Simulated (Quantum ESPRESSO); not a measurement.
# Zn in Quantum ESPRESSO: work function with PBE

Aim: the work function of Zn with PBE.

Everything below comes from runs of Quantum ESPRESSO 7.5. Logs are shortened: lines on timing, memory, paths and dates and some standing lists are left out, and cuts for length are marked.

## 1. The slab as given

The cell holds a slab with vacuum, 5 atoms: a = 2.779 Å, b = 2.779 Å, c = 24.075 Å, α = 90.00°, β = 90.00°, γ = 120.00°.

## 2. Work function, PBE

The input, pw.in:

```
&CONTROL
  calculation = 'scf'
  prefix = 'pwscf'
  outdir = './tmp'
  pseudo_dir = './pseudo'
  tprnfor = .true.
  disk_io = 'low'
/
&SYSTEM
  ibrav = 0
  celldm(1) = 8
  nat = 5
  ntyp = 1
  ecutwfc = 84
  nbnd = 64
  occupations = 'smearing'
  smearing = 'fd'
  degauss = 0.00367493
/
&ELECTRONS
  conv_thr = 5d-09
  electron_maxstep = 150
  mixing_beta = 0.3
  mixing_mode = 'local-TF'
/
ATOMIC_SPECIES
Zn    65.3800 Zn.upf
CELL_PARAMETERS alat
  0.6563521654409  -0.0000000000000   0.0000000000000
 -0.3281760827204   0.5684176491007  -0.0000000000000
  0.0000000000000   0.0000000000000   5.6868736795412
ATOMIC_POSITIONS crystal
Zn     0.6666666667    0.3333333333    0.3115276234
Zn     0.3333333333    0.6666666667    0.4057638117
Zn     0.0000000000    0.0000000000    0.5000000000
Zn     0.6666666667    0.3333333333    0.5942361883
Zn     0.3333333333    0.6666666667    0.6884723766
K_POINTS automatic
11 11 1 0 0 0
```

The input, pp_density.in:

```
&INPUTPP
  prefix = 'pwscf'
  outdir = './tmp'
  filplot = 'density.dat'
  plot_num = 0
/
&PLOT
  nfile = 1
  filepp(1) = 'density.dat'
  iflag = 3
  output_format = 6
  fileout = 'density.cube'
/
```

The input, pp_potential.in:

```
&INPUTPP
  prefix = 'pwscf'
  outdir = './tmp'
  filplot = 'potential.dat'
  plot_num = 11
/
&PLOT
  nfile = 1
  filepp(1) = 'potential.dat'
  iflag = 3
  output_format = 6
  fileout = 'potential.cube'
/
```

The input, pp_elf.in:

```
&INPUTPP
  prefix = 'pwscf'
  outdir = './tmp'
  filplot = 'elf.dat'
  plot_num = 8
/
&PLOT
  nfile = 1
  filepp(1) = 'elf.dat'
  iflag = 3
  output_format = 6
  fileout = 'elf.cube'
/
```

Potentials or basis: Ansatz NC SR PBE.

The run is started by

```
$ OMP_NUM_THREADS=1 pw.x -in pw.in > pw.out
$ OMP_NUM_THREADS=1 pp.x -in pp_density.in > pp_density.out
$ OMP_NUM_THREADS=1 pp.x -in pp_potential.in > pp_potential.out
$ OMP_NUM_THREADS=1 pp.x -in pp_elf.in > pp_elf.out
```

pw.out:

```text
[... set-up lines left out ...]
     Self-consistent Calculation

     iteration #  1     ecut=    84.00 Ry     beta= 0.30
     Davidson diagonalization with overlap
     ethr =  1.00E-02,  avg # of iterations =  6.3

     Threshold (ethr) on eigenvalues was too large:
     Diagonalizing with lowered threshold

     Davidson diagonalization with overlap
     ethr =  1.06E-04,  avg # of iterations =  4.3

     negative rho (up, down):  6.743E-06 0.000E+00

     total energy              =   -2090.10735004 Ry
     estimated scf accuracy    <       0.11026334 Ry

     iteration #  2     ecut=    84.00 Ry     beta= 0.30
     Davidson diagonalization with overlap
     ethr =  1.10E-04,  avg # of iterations =  1.0

     negative rho (up, down):  4.375E-06 0.000E+00

     total energy              =   -2090.08121351 Ry
     estimated scf accuracy    <       0.05882520 Ry

     iteration #  3     ecut=    84.00 Ry     beta= 0.30
     Davidson diagonalization with overlap
     ethr =  5.88E-05,  avg # of iterations =  2.0

     negative rho (up, down):  1.660E-05 0.000E+00

     total energy              =   -2090.09265592 Ry
     estimated scf accuracy    <       0.00199648 Ry

     iteration #  4     ecut=    84.00 Ry     beta= 0.30
     Davidson diagonalization with overlap
     ethr =  2.00E-06,  avg # of iterations =  5.1

     negative rho (up, down):  4.658E-05 0.000E+00

     total energy              =   -2090.09243172 Ry
     estimated scf accuracy    <       0.00073646 Ry

     iteration #  5     ecut=    84.00 Ry     beta= 0.30
     Davidson diagonalization with overlap
     ethr =  7.36E-07,  avg # of iterations =  2.0

     negative rho (up, down):  3.416E-05 0.000E+00

     total energy              =   -2090.09250878 Ry
     estimated scf accuracy    <       0.00007924 Ry

     iteration #  6     ecut=    84.00 Ry     beta= 0.30
     Davidson diagonalization with overlap
     ethr =  7.92E-08,  avg # of iterations =  2.0

     negative rho (up, down):  2.302E-05 0.000E+00

     total energy              =   -2090.09252694 Ry
     estimated scf accuracy    <       0.00000222 Ry

     iteration #  7     ecut=    84.00 Ry     beta= 0.30
     Davidson diagonalization with overlap
     ethr =  2.22E-09,  avg # of iterations =  2.0

     negative rho (up, down):  1.419E-05 0.000E+00

     total energy              =   -2090.09252733 Ry
     estimated scf accuracy    <       0.00000099 Ry

     iteration #  8     ecut=    84.00 Ry     beta= 0.30
     Davidson diagonalization with overlap
     ethr =  9.87E-10,  avg # of iterations =  1.0

     negative rho (up, down):  6.515E-06 0.000E+00

     total energy              =   -2090.09252723 Ry
     estimated scf accuracy    <       0.00000034 Ry

     iteration #  9     ecut=    84.00 Ry     beta= 0.30
     Davidson diagonalization with overlap
     ethr =  3.40E-10,  avg # of iterations =  2.0

     negative rho (up, down):  1.374E-06 0.000E+00

     total energy              =   -2090.09252726 Ry
     estimated scf accuracy    <       0.00000002 Ry

     iteration # 10     ecut=    84.00 Ry     beta= 0.30
     Davidson diagonalization with overlap
     ethr =  1.62E-11,  avg # of iterations =  2.0

     negative rho (up, down):  1.055E-07 0.000E+00

     total energy              =   -2090.09252725 Ry
     estimated scf accuracy    <       0.00000003 Ry

     iteration # 11     ecut=    84.00 Ry     beta= 0.30
     Davidson diagonalization with overlap
     ethr =  1.62E-11,  avg # of iterations =  2.0

     End of self-consistent calculation

          k = 0.0000 0.0000 0.0000 ( 14227 PWs)   bands (ev):

  -121.6590-121.5918-121.5918-121.4207-121.4207 -75.8026 -75.7991 -75.7991
   -75.7420 -75.7411 -75.7283 -75.7283 -75.7282 -75.7282 -75.5682 -75.5682
   -75.5562 -75.5562 -75.5562 -75.5562  -5.2606  -4.4949  -3.6479  -3.3627
    -3.3156  -2.7273  -2.7273  -2.7178  -2.6765  -2.6765  -2.6329  -2.6278
    -2.6278  -2.4738  -2.4738  -2.4727  -2.4727  -2.3301  -2.3301  -2.3060
    -2.2539  -2.2539  -2.1740  -2.1740  -2.0236  -2.0236  -2.0015  -2.0015
    -0.9347   1.3110   2.9270   6.0844   8.1239   8.7353   9.9600   9.9851
    12.2183  12.4982  15.3043  15.5621  19.0798  19.0865  20.1557  20.1557

          k = 0.0000 0.1599 0.0000 ( 14199 PWs)   bands (ev):

  -121.6588-121.5917-121.5917-121.4206-121.4206 -75.8024 -75.8004 -75.7994
   -75.7419 -75.7410 -75.7295 -75.7295 -75.7286 -75.7286 -75.5681 -75.5681
   -75.5575 -75.5575 -75.5565 -75.5565  -5.0419  -4.2874  -3.5013  -3.2681
    -3.2219  -2.7648  -2.7356  -2.7191  -2.6857  -2.6440  -2.6414  -2.6041
    -2.5834  -2.5315  -2.4958  -2.4511  -2.4334  -2.4229  -2.3347  -2.3328
    -2.2758  -2.2490  -2.1746  -2.1679  -2.0611  -2.0249  -2.0011  -1.9234
    -0.6865   1.5089   3.2203   6.2863   8.3272   8.9503  10.1691  10.1978
    12.4317  12.7010  15.5084  15.7626  17.1439  17.8990  18.5507  18.9941

          k = 0.0000 0.3199 0.0000 ( 14153 PWs)   bands (ev):

  -121.6586-121.5914-121.5914-121.4203-121.4203 -75.8039 -75.8020 -75.8003
   -75.7415 -75.7408 -75.7330 -75.7329 -75.7295 -75.7295 -75.5678 -75.5678
   -75.5609 -75.5609 -75.5575 -75.5575  -4.4193  -3.7372  -3.2291  -3.0505
    -3.0174  -2.8622  -2.8003  -2.7558  -2.6863  -2.6170  -2.6035  -2.5533
    -2.5445  -2.5183  -2.4655  -2.4546  -2.4333  -2.4244  -2.3524  -2.3368
    -2.2701  -2.2268  -2.2137  -2.1698  -2.0933  -2.0287  -1.9998  -1.5225
    -0.0458   2.0936   4.0486   6.8971   8.9374   9.5942  10.7937  10.8332
    13.0548  13.2089  13.3732  14.0465  15.2162  16.0986  16.3321  16.7124

          k = 0.0000 0.4798 0.0000 ( 14127 PWs)   bands (ev):

  -121.6582-121.5910-121.5910-121.4200-121.4200 -75.8085 -75.8016 -75.8013
   -75.7409 -75.7406 -75.7376 -75.7374 -75.7307 -75.7307 -75.5674 -75.5674
   -75.5654 -75.5654 -75.5586 -75.5586  -3.6372  -3.2945  -3.1687  -3.0528
    -2.9875  -2.8832  -2.8626  -2.7223  -2.6782  -2.6054  -2.5994  -2.5071
    -2.4987  -2.4470  -2.3675  -2.3303  -2.3030  -2.2977  -2.2664  -2.2092
    -2.1890  -2.1283  -2.0936  -2.0916  -2.0312  -1.9954  -1.7408  -0.6654
     0.9770   3.0704   5.3050   7.9053   9.5773  10.0003  10.4694  10.6713
    11.5910  11.8293  11.9370  13.2031  14.0874  14.2767  15.0958  15.2137

          k = 0.0000 0.6397 0.0000 ( 14097 PWs)   bands (ev):

  -121.6579-121.5907-121.5907-121.4196-121.4196 -75.8127 -75.8027 -75.8008
   -75.7417 -75.7415 -75.7405 -75.7402 -75.7318 -75.7318 -75.5696 -75.5696
   -75.5670 -75.5670 -75.5597 -75.5597  -3.3774  -3.2844  -3.2047  -3.1667
    -3.0126  -2.9950  -2.9373  -2.7392  -2.6607  -2.6372  -2.6230  -2.4625
    -2.4540  -2.3313  -2.2853  -2.2071  -2.1884  -2.1339  -2.1152  -2.1030
    -2.0875  -2.0434  -2.0074  -1.9369  -1.9323  -1.0406  -0.3766   0.7860
     2.4314   4.4313   6.2051   6.7934   7.4498   8.4503   9.3234  10.0339
    11.3758  11.8854  12.1652  13.1306  13.4020  14.1544  14.2968  15.0592

          k = 0.0000 0.7997 0.0000 ( 14114 PWs)   bands (ev):

  -121.6577-121.5905-121.5905-121.4194-121.4194 -75.8152 -75.8033 -75.8004
   -75.7442 -75.7439 -75.7403 -75.7400 -75.7325 -75.7324 -75.5720 -75.5720
   -75.5667 -75.5667 -75.5604 -75.5604  -3.3815  -3.3428  -3.2706  -3.2064
    -3.0775  -3.0165  -2.9939  -2.7811  -2.6739  -2.6638  -2.6617  -2.4689
    -2.3829  -2.2832  -2.2796  -2.0985  -2.0979  -2.0754  -2.0727  -2.0413
    -2.0106  -1.9869  -1.9846  -1.8448  -1.8440   0.8841   1.5719   2.6307
     3.4137   3.8820   4.5037   5.5696   6.5562   7.2386   8.8653   9.2145
    11.2068  11.5504  13.1704  13.6035  13.8122  14.1990  14.5200  15.2226

          k = 0.1385 0.2399 0.0000 ( 14173 PWs)   bands (ev):

  -121.6587-121.5915-121.5915-121.4204-121.4204 -75.8027 -75.8021 -75.8001
   -75.7416 -75.7409 -75.7318 -75.7318 -75.7293 -75.7293 -75.5679 -75.5679
   -75.5598 -75.5598 -75.5572 -75.5572  -4.6187  -3.9018  -3.2827  -3.0902
    -3.0804  -2.8092  -2.7987  -2.7809  -2.6643  -2.6138  -2.6120  -2.5934
    -2.5527  -2.5487  -2.4858  -2.4721  -2.4693  -2.3790  -2.3715  -2.3278
    -2.2880  -2.2265  -2.2037  -2.1720  -2.0843  -2.0324  -2.0137  -1.6568
    -0.2510   1.8999   3.7801   6.6933   8.7344   9.3799  10.5867  10.6222
    12.8558  13.1022  15.2596  15.2974  15.8592  16.0115  16.0643  16.3091
[... 47 lines left out ...]
  -121.6580-121.5908-121.5908-121.4198-121.4198 -75.8097 -75.8032 -75.8010
   -75.7406 -75.7405 -75.7387 -75.7385 -75.7323 -75.7323 -75.5672 -75.5672
   -75.5666 -75.5666 -75.5602 -75.5602  -3.2735  -3.1522  -3.0081  -2.9957
    -2.9324  -2.8872  -2.8311  -2.8284  -2.6823  -2.6537  -2.6327  -2.6088
    -2.4981  -2.4817  -2.4348  -2.4288  -2.4108  -2.3264  -2.2640  -2.2016
    -2.1307  -2.0773  -2.0619  -2.0267  -1.9978  -1.5779  -1.0785   0.0005
     1.6331   3.6896   6.0241   8.5244  10.1318  10.1800  10.6151  10.8432
    11.2480  11.3121  12.1795  12.2650  12.4609  12.6048  13.7976  13.8413

          k = 0.2770 0.6397 0.0000 ( 14106 PWs)   bands (ev):

  -121.6577-121.5905-121.5905-121.4195-121.4195 -75.8123 -75.8050 -75.8005
   -75.7413 -75.7411 -75.7403 -75.7401 -75.7341 -75.7341 -75.5692 -75.5692
   -75.5668 -75.5668 -75.5621 -75.5621  -3.1719  -3.1553  -3.0770  -2.9729
    -2.9553  -2.9213  -2.8179  -2.7474  -2.7131  -2.6856  -2.6003  -2.5190
    -2.4975  -2.4825  -2.3916  -2.3317  -2.2738  -2.2697  -2.2532  -2.1690
    -2.1337  -2.0539  -2.0229  -1.9569  -1.9363  -0.2953   0.3889   1.5282
     3.1433   5.1198   6.8602   7.4399   7.9970   8.9218   9.3798   9.9186
    10.1859  10.7060  11.3382  11.9994  12.5031  12.8062  12.9745  13.7868

          k = 0.2770 0.7997 0.0000 ( 14098 PWs)   bands (ev):

  -121.6576-121.5904-121.5904-121.4193-121.4193 -75.8138 -75.8062 -75.8003
   -75.7428 -75.7426 -75.7401 -75.7400 -75.7353 -75.7353 -75.5706 -75.5706
   -75.5666 -75.5666 -75.5632 -75.5632  -3.2091  -3.1857  -3.1241  -3.0024
    -2.9937  -2.9132  -2.8498  -2.7796  -2.7555  -2.6374  -2.5598  -2.5377
    -2.4808  -2.4010  -2.3901  -2.2699  -2.2070  -2.1875  -2.1382  -2.1284
    -2.0904  -2.0346  -2.0284  -1.9660  -1.9483   1.6300   2.3536   3.4566
     4.0894   4.6692   5.1489   6.1634   7.1520   7.8079   8.7810   9.4490
     9.5944   9.9695  10.9211  11.7601  12.2924  12.5550  13.7470  14.3363

          k = 0.4155 0.7197 0.0000 ( 14096 PWs)   bands (ev):

  -121.6575-121.5904-121.5904-121.4193-121.4193 -75.8126 -75.8076 -75.8002
   -75.7416 -75.7414 -75.7400 -75.7400 -75.7367 -75.7366 -75.5695 -75.5695
   -75.5666 -75.5666 -75.5646 -75.5646  -3.1259  -3.1060  -3.0183  -2.9477
    -2.8837  -2.8809  -2.8278  -2.8211  -2.6900  -2.6655  -2.5816  -2.5670
    -2.4428  -2.4276  -2.4094  -2.3545  -2.3016  -2.2940  -2.2426  -2.1875
    -2.1541  -2.0527  -2.0317  -1.9730  -1.9499   1.4404   2.1790   3.3259
     4.8908   6.2274   6.2377   6.6437   7.1464   7.1603   8.0737   8.4841
     9.5346   9.9386  10.0310  11.5138  11.6927  12.1753  13.5973  14.0950

          k = 0.4155 0.8796 0.0000 ( 14074 PWs)   bands (ev):

  -121.6575-121.5903-121.5903-121.4192-121.4192 -75.8122 -75.8091 -75.8001
   -75.7412 -75.7411 -75.7400 -75.7399 -75.7382 -75.7380 -75.5691 -75.5691
   -75.5665 -75.5665 -75.5661 -75.5661  -3.1186  -3.0560  -3.0030  -2.9693
    -2.9120  -2.8417  -2.8324  -2.8039  -2.7234  -2.6435  -2.5779  -2.5545
    -2.4381  -2.4314  -2.3951  -2.3347  -2.3092  -2.2950  -2.2207  -2.1924
    -2.0905  -2.0757  -2.0309  -2.0281  -2.0042   3.5984   3.6606   4.3453
     4.4381   5.3205   5.7018   6.0393   6.6863   7.1656   7.3987   8.1080
     8.9038   9.3240   9.7896  11.2926  11.7827  12.0480  13.3943  14.2196

     the Fermi energy is     4.8366 ev

!    total energy              =   -2090.09252727 Ry
     estimated scf accuracy    <          1.6E-09 Ry
     smearing contrib. (-TS)   =      -0.00125423 Ry
     internal energy E=F+TS    =   -2090.09127303 Ry

     The total energy is F=E-TS. E is the sum of the following terms:
     one-electron contribution =  -12809.71887375 Ry
     hartree contribution      =    6398.98160856 Ry
     xc contribution           =    -224.42520648 Ry
     ewald contribution        =    4545.07119864 Ry

     convergence has been achieved in  11 iterations

     Forces acting on atoms (cartesian axes, Ry/au):

     atom    1 type  1   force =     0.00000000    0.00000000   -0.00216132
     atom    2 type  1   force =    -0.00000000    0.00000000    0.00241156
     atom    3 type  1   force =     0.00000000   -0.00000000    0.00000000
     atom    4 type  1   force =     0.00000000   -0.00000000   -0.00241156
     atom    5 type  1   force =     0.00000000    0.00000000    0.00216132

     Total force =     0.004580     Total SCF correction =     0.000042

=------------------------------------------------------------------------------=
   JOB DONE.
=------------------------------------------------------------------------------=
```

Run time: 5.6 min. Hardware: 1 thread of Arm Neoverse V1, shared host; peak memory 0.43 GiB.

What came out:

```yaml
Free_energy: -28437.1575 eV
Largest_force: 0.062 eV/Å
Band_gap_on_the_k_mesh: none (metal or under the smearing width)
Work_function_of_the_upper_face: 4.22 eV
Work_function_of_the_lower_face: 4.22 eV
```

Forces in eV/Å, atoms in the order of the input:
```
Zn   0.000  0.000 -0.056
Zn   0.000  0.000  0.062
Zn   0.000  0.000  0.000
Zn   0.000  0.000 -0.062
Zn   0.000  0.000  0.056
```
